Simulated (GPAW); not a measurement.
The system is ZnSe (Stilleite).

```xyz
2
Lattice="0.0000 2.8338 2.8338 2.8338 0.0000 2.8338 2.8338 2.8338 0.0000" Properties=species:S:1:pos:R:3 pbc="T T T"
Se    4.2507    4.2507    4.2507
Zn    0.0000    0.0000    0.0000
```

Base run:

* Program: GPAW 26.7.0
* Functional: revPBE
* Potentials or basis: the program's PAW data sets (release 1.2.1) made for this functional
* Cutoff: 600 eV
* Basis: pw
* k mesh: 8 × 8 × 8
* Occupations: fermi-dirac, width 0.05 eV
* Spin: no spin polarisation

Its results: band gap on the k mesh 1.42 eV, direct.

Question: The run is repeated on the same cell with these changes: functional from revPBE to TB-mBJ; potentials or basis from the program's PAW data sets (release 1.2.1) made for this functional to GPAW PAW data sets for LDA (gpaw-data 1.2.1). What comes out?

Answer: Band gap on the k mesh 2.73 eV, direct.

Caveats: a model potential gives levels but no total energy (some runs).

Not every run made on this cell is shown here.
